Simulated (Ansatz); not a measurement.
**Ru: single point with PBE**

Ru:

```
Ru
1.0
     2.70580    0.00000    0.00000
    -1.35290    2.34329    0.00000
     0.00000    0.00000    4.28190
Ru
2
Direct
  0.66667 0.33333 0.75000
  0.33333 0.66667 0.25000
```

```
Program             : Ansatz 0.2.0
Task                : single point
Functional          : PBE
Potentials or basis : all-electron LAPW, scalar-relativistic
Cutoff              : 250 eV (chosen from the basis error)
Basis error allowed : 0.003 eV/atom
k mesh              : 6 × 6 × 3
Occupations         : fermi-dirac, width 0.03 eV
Spin                : no spin polarisation
```

The pressure is 5.2 GPa. The band gap on the k mesh is none (metal or under the smearing width).

Stress tensor (GPa, compression positive):
```
7.18 0.00 0.00
0.00 7.18 0.00
0.00 0.00 1.27
```

Levels at points of the mesh, in eV from the Fermi level:
| k point | band 23 | band 24 | band 25 | band 26 | band 27 | band 28 | band 29 | band 30 |
| --- | --- | --- | --- | --- | --- | --- | --- | --- |
| (0.00, 0.00, 0.00) | -2.39 | -1.88 | -1.88 | -1.35 | -1.35 | 1.22 | 1.22 | 1.33 |
| (0.00, -0.50, 0.00) | -2.04 | -1.76 | -1.49 | 1.46 | 1.88 | 1.96 | 4.10 | 6.16 |

Wall time 1.8 s on 1 thread of Intel(R) Xeon(R) 6975P-C (Granite Rapids), with other jobs on the host, peak memory 0.28 GiB.

Caveat: the k mesh is coarse (spacing up to 0.49 Å⁻¹), so the values aren't converged.
